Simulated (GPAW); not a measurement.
## BN (Qingsongite): optical spectrum from first principles

Wanted: where BN (Qingsongite) starts to absorb, how strongly, and its refractive index.

Calculated with GPAW 26.7.0; DFT, PBE, plane-wave PAW (GPAW data sets), scalar-relativistic, RPA, optical limit.

## 1. Starting point

It takes space group F-43m (No. 216, cubic). Conventional cell: a = 3.615 Å, b = 3.615 Å, c = 3.615 Å, α = 90.00°, β = 90.00°, γ = 90.00°. Nearest to N lie 4 B at 1.57 Å. Nearest to B lie 4 N at 1.57 Å. Farther neighbours and most contacts between anions are not listed.

## 2. Ground state

First the ground state: is it a metal or has it a gap?

This step: DFT, PBE, plane-wave PAW (GPAW data sets), scalar-relativistic, ground state (GPAW 26.7.0).

Contents of gs.py:

```python
from ase import Atoms
from ase.dft.bandgap import bandgap
from gpaw import GPAW, PW, FermiDirac

atoms = Atoms(['N', 'B'],
              cell=[[0.000000000000, 1.807500000000, 1.807500000000],
                    [1.807500000000, 0.000000000000, 1.807500000000],
                    [1.807500000000, 1.807500000000, 0.000000000000]],
              scaled_positions=[[0.750000000000, 0.750000000000, 0.750000000000],
                                [0.000000000000, 0.000000000000, 0.000000000000]],
              pbc=[True, True, True])
atoms.calc = GPAW(mode=PW(550), xc='PBE', kpts={'size': (11, 11, 11), 'gamma': True},
                  occupations=FermiDirac(0.05), maxiter=150, txt='gs.txt')
print('energy (eV)', atoms.get_potential_energy())
print('Fermi level (eV)', atoms.calc.get_fermi_level())
print('valence electrons', atoms.calc.get_number_of_electrons())
print('gap (eV)', bandgap(atoms.calc, output=None)[0])
print('direct gap (eV)', bandgap(atoms.calc, direct=True, output=None)[0])
atoms.calc.write('gs.gpw')
```

Command:

```sh
$ OMP_NUM_THREADS=1 python gs.py
```

Numbers of over 12 decimals in the logs are rounded to 6 here.

Log:

```text
__  _  _
 | _ |_)|_||  |
 |__||  | ||/\| - 26.7.0

Versions:
  Python: 3.12.14
  ASE:    3.29.0
  Numpy:  2.5.5
  Scipy:  1.18.1
  Libxc:  7.0.0

Input parameters:
  mode=PW(ecut=550.0),
  kpts=MonkhorstPack(size=(11, 11, 11), gamma=True),
  maxiter=150,
  occupations=Occupations(name='fermi-dirac', width=0.05, fixmagmom=False),
  xc=XC(name='PBE')

Diagonalizing LCAO Hamiltonian
Converting LCAO to pw mode

               N

       B

Atoms  # Å, Bohr magnetons
|   | symbol |        x |        y |        z |    initial magnetic moments |
| 0 |      N | 2.711250 | 2.711250 | 2.711250 | ( 0.0000,  0.0000,  0.0000) |
| 1 |      B | 0.000000 | 0.000000 | 0.000000 | ( 0.0000,  0.0000,  0.0000) |

Unit cell  # Å
| periodic |        x |        y |        z |  lengths |    angles |
|      yes | 0.000000 | 1.807500 | 1.807500 | 2.556191 | 60.000000 |
|      yes | 1.807500 | 0.000000 | 1.807500 | 2.556191 | 60.000000 |
|      yes | 1.807500 | 1.807500 | 0.000000 | 2.556191 | 60.000000 |

Number of symmetries: 24
Symmetry operations  # r_c * U_cc + t_c -> r_c
|    | kind |            matrix            |
|  0 |  E   |  1, 0, 0,  0, 1, 0,  0, 0, 1 |
|  1 |  σ   |  1, 0, 0,  0, 0, 1,  0, 1, 0 |
|  2 |  σ   |  1, 0,-1,  0, 1,-1,  0, 0,-1 |
|  3 |  C3  |  1, 0,-1,  0, 0,-1,  0, 1,-1 |
|  4 |  C3  |  1,-1, 0,  0,-1, 1,  0,-1, 0 |
|  5 |  σ   |  1,-1, 0,  0,-1, 0,  0,-1, 1 |
|  6 |  σ   |  0, 1, 0,  1, 0, 0,  0, 0, 1 |
|  7 |  C3  |  0, 1, 0,  0, 0, 1,  1, 0, 0 |
|  8 |  C2  |  0, 1,-1,  1, 0,-1,  0, 0,-1 |
|  9 |  S4  |  0, 1,-1,  0, 0,-1,  1, 0,-1 |
| 10 |  C3  |  0, 0, 1,  1, 0, 0,  0, 1, 0 |
| 11 |  σ   |  0, 0, 1,  0, 1, 0,  1, 0, 0 |
| 12 |  S4  |  0, 0,-1,  1, 0,-1,  0, 1,-1 |
| 13 |  C3  |  0, 0,-1,  0, 1,-1,  1, 0,-1 |
| 14 |  S4  |  0,-1, 1,  1,-1, 0,  0,-1, 0 |
| 15 |  C2  |  0,-1, 1,  0,-1, 0,  1,-1, 0 |
| 16 |  C3  |  0,-1, 0,  1,-1, 0,  0,-1, 1 |
| 17 |  S4  |  0,-1, 0,  0,-1, 1,  1,-1, 0 |
| 18 |  S4  | -1, 1, 0, -1, 0, 1, -1, 0, 0 |
| 19 |  C3  | -1, 1, 0, -1, 0, 0, -1, 0, 1 |
| 20 |  C3  | -1, 0, 1, -1, 1, 0, -1, 0, 0 |
| 21 |  S4  | -1, 0, 1, -1, 0, 0, -1, 1, 0 |
| 22 |  σ   | -1, 0, 0, -1, 1, 0, -1, 0, 1 |
| 23 |  C2  | -1, 0, 0, -1, 0, 1, -1, 1, 0 |

BZ-sampling:
  Number of BZ points: 1331
  Number of IBZ points: 56

  Monkhorst-Pack size: [11, 11, 11]
  Monkhorst-Pack shift: [0, 0, 0]

K-points  # in reciprocal-cell coordinates
|     |                                coordinates |     weight |
|   0 | (  0.00000000,   0.00000000,   0.00000000) | 0.00075131 |
|   1 | (  0.09090909,   0.09090909,   0.00000000) | 0.00450789 |
|   2 | (  0.09090909,   0.09090909,   0.09090909) | 0.00601052 |
|   3 | (  0.18181818,   0.09090909,   0.09090909) | 0.00901578 |
|   4 | (  0.18181818,   0.18181818,   0.00000000) | 0.00450789 |
|   5 | (  0.18181818,   0.18181818,   0.09090909) | 0.01803156 |
|   6 | (  0.18181818,   0.18181818,   0.18181818) | 0.00601052 |
|   7 | (  0.27272727,   0.18181818,   0.09090909) | 0.01803156 |
|   8 | (  0.27272727,   0.18181818,   0.18181818) | 0.01803156 |
|   9 | (  0.27272727,   0.27272727,   0.00000000) | 0.00450789 |
| ... |                                            |            |
|  55 | (  0.45454545,   0.45454545,   0.45454545) | 0.00601052 |

Plane wave coefficients: 355
Cutoff: 550.0 eV

Spin-components: 1 (collinear spins)
Bands:           8
Projectors:      10
Spin-degeneracy: 2
Datatype:        complex128

Parallelization:
  kpt:    1
  domain: 1
  band:   1

Density:
  Valence electrons: 8.0
  Components: 1
  Grid points: [14 14 14]
  Charge: 0.0  # |e|

Potential:
  Grid points: [14 14 14]

species:
  N:
    name:    Nitrogen
    id:
    Z:       7.0
    valence: 5
    core:    2
    charge:  0.0  # [|e|]
    compensation charges:
      type: gauss
      rc: 0.18  # [Å]
      lmax: 2
    cutoffs:
      filter: 1.11  # [Å]
      core: 0.96  # [Å]
    projectors
    | kind |    occ | energy [eV] | rcut [Å] |
    |   2s |  2.000 |     -18.583 |    0.603 |
    |   2p |  3.000 |      -7.089 |    0.529 |
    |    s |        |       8.629 |    0.603 |
    |    p |        |      20.123 |    0.529 |
    |    d |        |       0.000 |    0.577 |

    Using partial waves for N as LCAO basis

  B:
    name:    Boron
    id:
    Z:       5.0
    valence: 3
    core:    2
    charge:  0.0  # [|e|]
    compensation charges:
      type: gauss
      rc: 0.20  # [Å]
      lmax: 2
    cutoffs:
      filter: 1.14  # [Å]
      core: 1.38  # [Å]
    projectors
    | kind |    occ | energy [eV] | rcut [Å] |
    |   2s |  2.000 |      -9.443 |    0.635 |
    |   2p |  1.000 |      -3.606 |    0.635 |
    |    s |        |      17.768 |    0.635 |
    |    p |        |      23.605 |    0.635 |
    |    d |        |       0.000 |    0.635 |

    Using partial waves for B as LCAO basis

Reference energy: -2151.211071  # eV

eigensolver:
  PPCG
  Converge bands: occupied
  niter=2

density mixing:
  MSR1-Mixer
  Pratt-step length: 0.05
  Maximum mixing coefficient: 0.75
  Old densities: 10
  SVD Regularization: 0.005
  Good broyden scale: 1.0
  Trust region scale: 1.0
  Backstep threshold: 4.0
  History deletion threshold: 6.0
  Fourier metric: weight=20.0, sigma=0.015

occupation numbers:
  Fermi-Dirac:
    width: 0.0500  # eV

poisson solver:
  ecut: 4400.0  # eV

xc functional:
  name: PBE with 2 nearest neighbor stencil

convergence criteria:
- Maximum [total energy] change in last 3 cyles: 0.0005 eV / valence electron
- Maximum integral of absolute [dens]ity change: 0.0001 electrons / valence electron
- Maximum integral of absolute [eigenst]ate change: 4e-08 eV^2 / valence electron
maximum number of iterations: 150

SCF iterations
|iter     |      energy | eigst |  dens |
|iter:   1||  -17.934513 | +0.08 |       |
|iter:   2||  -17.776824 | -1.95 | -0.75 |
|iter:   3||  -17.168015 | -1.11 | -0.79 |
|iter:   4||  -17.160472 | -2.79 | -1.39 |
|iter:   5||  -17.160058 | -3.28 | -1.83 |
|iter:   6||  -17.160122c| -5.18 | -2.58 |
|iter:   7||  -17.160122c| -6.66 | -3.56 |
|iter:   8||  -17.160122c| -8.65c| -4.31c|

Converged in 8 steps
SCF loop duration: 2.353 s (0.294 s/step)
Energy contributions relative to reference atoms: (reference = -2151.211071)

Energy contributions:
  Kinetic:          14.505656
  Coulomb:         -13.389154
  Zero:             -0.030811
  External:          0.000000
  Xc:              -18.245813
  Entropy:          -0.000000
  Spinorbit:         0.000000
  ----------------------------
  Free energy:     -17.160122
  Extrapolated:    -17.160122

dipole moment: (-3.795374, -3.795374, -3.795374)  # |e|*Ang

Fermi level: 12.342
Eigenvalues  # (at kpt = [0.000, 0.000, 0.000])
| band index |      eig [eV] | occ [0-2] |
|          0 |       -10.164 |     2.000 |
|          1 |        10.133 |     2.000 |
|          2 |        10.133 |     2.000 |
|          3 |        10.133 |     2.000 |
|          4 |        18.932 |     0.000 |
|          5 |        18.932 |     0.000 |
|          6 |        18.933 |     0.000 |
|          7 |        20.405 |     0.000 |

Gap: 4.519 eV
Transition (v -> c):
  (s=0, k=0, n=3, [0.00, 0.00, 0.00]) -> (s=0, k=50, n=4, [0.45, 0.45, 0.00])
Direct/indirect transitions are different
Direct gap: 8.799 eV
Transition at: (s=0, k=0, n=3, [0.00, 0.00, 0.00])

--- standard output ---
energy (eV) -17.160122
Fermi level (eV) 12.342455
valence electrons 8.0
gap (eV) 4.519382
direct gap (eV) 8.799241
```

It took 3.8 s on 1 thread of Arm Neoverse V2, shared host; peak memory 0.12 GiB.

This step gave:

* energy: -17.16 eV
* Fermi energy: 12.34 eV
* gap on the k-mesh: 4.519 eV
* direct gap on the mesh: 8.799 eV
* electrons: 8

There is a gap, 4.52 eV on this mesh (points off the mesh can give less), so no carriers' term is needed.

## 3. Bands for the response

The response needs many more empty bands than the density does.

This step: DFT, PBE, plane-wave PAW (GPAW data sets), scalar-relativistic, bands at fixed density (GPAW 26.7.0).

Contents of nscf.py:

```python
from ase.dft.bandgap import bandgap
from gpaw import GPAW, FermiDirac

calc = GPAW('gs.gpw').fixed_density(kpts={'size': (17, 17, 17), 'gamma': True}, nbands=20, convergence={'bands': 14},
                                    occupations=FermiDirac(0.001), txt='nscf.txt')
print('gap (eV)', bandgap(calc, output=None)[0])
print('direct gap (eV)', bandgap(calc, direct=True, output=None)[0])
print('top band over the Fermi level (eV)', min(calc.get_eigenvalues(kpt=k)[13] for k in range(len(calc.get_ibz_k_points()))) - calc.get_fermi_level())
calc.write('full.gpw', mode='all')
```

Command:

```sh
$ OMP_NUM_THREADS=1 python nscf.py
```

Log:

```text
Diagonalizing LCAO Hamiltonian
Converting LCAO to pw mode
convergence criteria:
- Maximum integral of absolute [eigenst]ate change: 4e-08 eV^2 / valence electron
maximum number of iterations: 150

SCF iterations
|iter     |      energy | eigst |  dens |
|iter:   1||             | +2.93 |       |
|iter:   2||             | +1.25 |       |
|iter:   3||             | -1.05 |       |
|iter:   4||             | -2.78 |       |
|iter:   5||             | -4.92 |       |
|iter:   6||             | -6.58 |       |
|iter:   7||             | -7.83c|       |
SCF steps: 7
  __  _  _
 | _ |_)|_||  |
 |__||  | ||/\| - 26.7.0

Versions:
  Python: 3.12.14
  ASE:    3.29.0
  Numpy:  2.5.5
  Scipy:  1.18.1
  Libxc:  7.0.0

Input parameters:
  mode=PW(ecut=550.0),
  convergence={'bands': 14},
  gpts=array([14, 14, 14]),
  kpts=MonkhorstPack(size=(17, 17, 17), gamma=True),
  maxiter=150,
  nbands=20,
  occupations=Occupations(name='fermi-dirac', width=0.001, fixmagmom=False),
  parallel={},
  xc=XC(name='PBE')

--- standard output ---
gap (eV) 4.459053
direct gap (eV) 8.799241
top band over the Fermi level (eV) 26.141739
```

Elapsed: 14 s, on 1 thread; peak memory 0.16 GiB.

Numbers from this step:

| Item | Value |
| --- | --- |
| gap on the k-mesh | 4.459 eV |

(Part 1 of 2 ends here.)

[Machine, clock and banner lines and Python warnings are left out of the logs.]

[Logs are printed without paths, hosts, clocks, repeated set-up lines and the standing remarks that a program may print on its own settings, such as how far it seeks lower states.]

[Hosts, paths, dates, database ids (printed as entryN), source tags and the programs' standing remarks are cut or masked in the printed files.]
